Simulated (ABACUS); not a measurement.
Here is an ABACUS 3.10.1 calculation.

Contents of INPUT:

```
INPUT_PARAMETERS
suffix              V
calculation         scf
basis_type          pw
pseudo_dir          ./
symmetry            1
dft_functional      pbe
ecutwfc             84
pseudo_rcut         10
nspin               2
nbands              12
ks_solver           dav
smearing_method     fd
smearing_sigma      0.00367493
scf_thr             1e-08
scf_nmax            100
mixing_type         broyden
mixing_beta         0.4
cal_force           1
cal_stress          1
out_chg             1
out_pot             2
out_elf             1
```

Contents of STRU:

```
ATOMIC_SPECIES
V 50.9415 V.upf

LATTICE_CONSTANT
1.8897261246

LATTICE_VECTORS
-1.5143500000 1.5143500000 1.5143500000
1.5143500000 -1.5143500000 1.5143500000
1.5143500000 1.5143500000 -1.5143500000

ATOMIC_POSITIONS
Direct

V
0.0
1
0.0000000000 0.0000000000 0.0000000000 1 1 1 mag 2
```

File KPT:

```
K_POINTS
0
Gamma
12 12 12 0 0 0
```

Potentials or basis: PseudoDojo NC SR 0.4.1 PBE standard, plane waves.

Command:

```console
$ OMP_NUM_THREADS=1 mpirun -np 4 abacus > log
```

Question: Predict the net moment.

Answer: 0.00 μB per cell.

Question: What does it give for the pressure?

Answer: -5.3 GPa.

Question: Predict the absolute moment.

Answer: 0.00 μB per cell.
